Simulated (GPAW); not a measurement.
# GaN: optical spectrum from first principles

Aim: the dielectric function of GaN, and the optical constants that follow from it.

Main program and level: GPAW 26.7.0; DFT, PBE, plane-wave PAW (GPAW data sets), scalar-relativistic, RPA, optical limit.

**1. The starting structure**

It takes space group F-43m (No. 216, cubic). The conventional cell has a = 4.507 Å, b = 4.507 Å, c = 4.507 Å, α = 90.00°, β = 90.00°, γ = 90.00°. Ga has 4 N at 1.95 Å nearest. N has 4 Ga at 1.95 Å nearest. Farther neighbours and most contacts between anions are not listed.

As a file:

```xyz
2
Lattice="0.0000 2.2535 2.2535 2.2535 0.0000 2.2535 2.2535 2.2535 0.0000" Properties=species:S:1:pos:R:3 pbc="T T T"
Ga    0.0000    0.0000    0.0000
N     1.1268    1.1268    1.1268
```

**2. Dielectric function, RPA**

Local fields let the induced charge screen the field inside the cell, which as a rule lowers ε, most along directions where the density is uneven.

File df.py:

```python
from gpaw.response.df import DielectricFunction

df = DielectricFunction('full.gpw', frequencies={'type': 'nonlinear', 'domega0': 0.03, 'omega2': 8},
                        ecut=50,
                        eta=0.15,
                        nbands=18,
                        txt='df.txt')
for direction in ['x', 'z']:
    df.get_dielectric_function(xc='RPA', direction=direction, filename=f'df_{direction}.csv')
```

Command:

```console
> OMP_NUM_THREADS=1 python df.py
```

Numbers of over 12 decimals in the logs are rounded to 6 here.

The log of the run:

```text
Using integrator: PointIntegrator
NonLinearFrequencyDescriptor(from 0.000 to 49.084 eV, 463 points)
Nonperiodic BCs:  [False False False]
Using integrator: PointIntegrator
NonLinearFrequencyDescriptor(from 0.000 to 49.084 eV, 463 points)
Nonperiodic BCs:  [False False False]

Calculating chi0 body with:
    Ground state adapter containing:
    Number of spins: 1
    Number of kpoints: 2197
    Number of irreducible kpoints: 84
    Number of completely occupied states: 4
    Number of partially occupied states: 4

    Linear response parametrization:
    q_c: [0.0, 0.0, 0.0]
    Number of frequency points: 463
    Planewave cutoff: 50.0
    Number of bands: 18
    Number of planewaves: 15
    Broadening (eta): 0.15

Integrating chi0 body.

Symmetries of q_c:
    Direct symmetries (Uq -> q): 24
    Indirect symmetries (TUq -> q): 24
In total 48 allowed symmetries.

84 groups of equivalent kpoints. 96.176604% reduction.

Integral kind: spectral function

Calculating chi0 optical extensions with:
    Ground state adapter containing:
    Number of spins: 1
    Number of kpoints: 2197
    Number of irreducible kpoints: 84
    Number of completely occupied states: 4
    Number of partially occupied states: 4

    Linear response parametrization:
    Number of frequency points: 463
    Planewave cutoff: 50.0
    Number of bands: 18
    Number of planewaves: 15
    Broadening (eta): 0.15
Integrating chi0 head and wings.

Symmetries of q_c:
    Direct symmetries (Uq -> q): 24
    Indirect symmetries (TUq -> q): 24
In total 48 allowed symmetries.

84 groups of equivalent kpoints. 96.176604% reduction.

Integral kind: spectral function wings
```

Elapsed: 2.9 s, on 1 thread of Arm Neoverse V2, shared host; peak memory 0.22 GiB.

Read-outs, printed or worked out from the files:

* electronic dielectric constant ε∞, mean over x, y and z (by symmetry where fewer were run): 5.821
* main peak of Im epsilon, first axis: 7.172 eV

Values under the direct gap are tails of Lorentzian lines. The Im ε, E ∥ x or z by photon energy; read off at these points:

```csv
photon energy (eV),"Im ε, E ∥ x or z"
0.00,0
0.50,0.0328
1.00,0.0871
1.50,0.373
2.00,0.508
2.50,1.70
3.00,1.54
3.50,2.54
4.00,1.93
4.50,3.05
5.00,2.81
5.50,4.60
6.00,6.82
6.12,7.28
6.50,6.58
7.00,7.53
7.15,7.87
7.50,6.14
8.00,5.91
8.50,2.79
9.00,4.80
9.50,5.44
9.62,5.56
10.00,5.05
10.50,3.91
11.00,4.15
11.50,5.02
11.87,5.25
12.00,5.22
12.50,3.96
13.00,3.32
13.50,2.54
```

Re ε, E ∥ x or z against photon energy:

```csv
photon energy (eV),"Re ε, E ∥ x or z"
0.0,5.82
0.5,5.87
1.0,6.06
1.5,6.52
2.0,6.48
2.5,6.03
3.0,6.44
3.5,6.61
4.0,6.05
4.5,6.64
5.0,6.75
5.5,6.66
6.0,7.25
6.5,5.45
7.0,3.42
7.5,1.70
8.0,-0.146
8.5,1.34
9.0,2.61
9.5,1.50
10.0,-0.0976
10.5,0.122
11.0,0.868
11.5,0.506
12.0,-0.692
12.5,-2.18
13.0,-1.77
13.5,-2.10
```

Table of refractive index n and extinction k by photon energy:

```csv
photon energy (eV),n,k
0.0,2.41,0
0.5,2.42,0.00676
1.0,2.46,0.0177
1.5,2.55,0.0730
2.0,2.55,0.0997
2.5,2.48,0.342
3.0,2.55,0.302
3.5,2.62,0.486
4.0,2.49,0.386
4.5,2.64,0.577
5.0,2.65,0.529
5.5,2.72,0.847
6.0,2.93,1.16
6.5,2.65,1.24
7.0,2.42,1.56
7.5,2.01,1.53
8.0,1.70,1.74
8.5,1.49,0.937
9.0,2.01,1.20
9.5,1.89,1.44
10.0,1.57,1.60
10.5,1.42,1.38
11.0,1.60,1.30
11.5,1.67,1.51
12.0,1.51,1.73
12.5,1.08,1.83
13.0,0.999,1.66
13.5,0.773,1.64
```

The reflectivity at normal incidence, E ∥ x or z by photon energy; read off at these points:

photon energy (eV), reflectivity at normal incidence, E ∥ x or z (%) and a bar from the least value:
```
    0.000       17.1 #
    0.250       17.2 #
    0.500       17.3 #
    0.750       17.5 ##
    1.000       17.8 ##
    1.250       18.3 ##
    1.500       19.2 ###
    1.750       18.6 ###
    2.000       19.1 ###
    2.250       21.1 #####
    2.500       18.9 ###
    2.750       18.8 ###
    3.000       19.7 ####
    3.250       20.3 ####
    3.500       21.4 #####
    3.750       18.6 ###
    4.000       19.2 ###
    4.250       21.5 #####
    4.500       22.3 ######
    4.750       21.8 #####
    5.000       22.1 ######
    5.250       24.9 ########
    5.500       25.2 #########
    5.750       25.3 #########
    6.000       30.3 #############
    6.250       28.4 ############
    6.500       28.7 ############
    6.750       31.1 ##############
    7.000       31.4 ##############
    7.250       33.7 #################
    7.500       29.4 #############
    7.750       32.0 ###############
    8.000       34.1 #################
    8.250       26.9 ##########
    8.500       15.9 
    8.750       19.0 ###
    9.000       23.3 #######
    9.250       26.5 ##########
    9.500       27.5 ###########
    9.750       29.5 #############
    9.957       31.7 ###############
   10.000       31.6 ###############
   10.250       28.4 ############
   10.500       26.7 ##########
   10.750       21.9 ######
   11.000       24.2 ########
   11.250       24.7 ########
   11.500       28.9 ############
   11.750       31.0 ##############
   12.000       34.9 ##################
   12.250       38.9 #####################
   12.500       43.7 ##########################
   12.750       40.3 #######################
   13.000       40.9 #######################
   13.250       42.1 ########################
   13.500       47.1 #############################
   13.599       48.2 ##############################
   13.750       46.4 ############################
```

The loss function −Im 1/ε at q → 0, E ∥ x or z has structure finer than the step of the table below, so its rows give means over 0.5 eV, whole bins alone (the curve runs from 0 to 14.0 eV). Peaks (eV: height): 8.45: 0.316, 10.66: 0.280.

Values under the direct gap are tails of Lorentzian lines. The loss function −Im 1/ε at q → 0, E ∥ x or z by energy loss; means over each step:

```csv
energy loss (eV),"loss function −Im 1/ε at q → 0, E ∥ x or z"
0.5,9.7e-4
1.0,0.00248
1.5,0.0109
2.0,0.0153
2.5,0.0373
3.0,0.0341
3.5,0.0495
4.0,0.0445
4.5,0.0518
5.0,0.0535
5.5,0.0648
6.0,0.0713
6.5,0.0928
7.0,0.110
7.5,0.144
8.0,0.184
8.5,0.254
9.0,0.162
9.5,0.171
10.0,0.202
10.5,0.257
11.0,0.234
11.5,0.201
12.0,0.189
12.5,0.202
13.0,0.242
13.5,0.246
```

At chosen wavelengths:

```csv
wavelength (nm),n,k,R (%),1/α
1064,2.48,0.025,18.1,3.4 µm
800,2.57,0.094,19.3,680 nm
633,2.53,0.100,18.8,502 nm
532,2.68,0.317,21.4,134 nm
308,2.49,0.377,19.1,65 nm
248,2.65,0.529,22.1,37 nm
193,2.61,1.217,28.1,13 nm
```

Below the direct gap, k and the depth come from the tails of the Lorentzian lines, not from transitions.

Rows near the edge hang on the gap, which this functional as a rule makes too small, and phonon-assisted absorption is left out.

**3. What came out**

| Quantity | Value |
| --- | --- |
| electronic dielectric constant ε∞, mean over x, y and z (by symmetry where fewer were run) (RPA) | 5.82 |
| main peak of Im epsilon, first axis | 7.17 eV |

**Reading.** At this level (PBE, RPA) GaN has ε∞ = 5.82 and n = 2.44 at 1550 nm, and Im ε peaks at 7.2 eV. Local fields change the static value along x from 6.02 to 5.82 (-3 %). Distinct maxima of Im ε, read by a parabola through the highest points, lie at 6.10 eV (7.3), 7.17 eV (7.9), 7.76 eV (6.7) and 9.62 eV (5.6). Excitons and phonon-assisted transitions are missing; PBE gaps are as a rule too small, which pulls the onset down and ε∞ up. The sum runs over mesh points, so small or evenly spaced maxima can still be ripples of the mesh.

[Machine, clock and banner lines and Python warnings are left out of the logs.]

[Logs are printed without paths, hosts, clocks, repeated set-up lines and the standing remarks that a program may print on its own settings, such as how far it seeks lower states.]

[Hosts, paths, dates, database ids (printed as entryN), source tags and the programs' standing remarks are cut or masked in the printed files.]
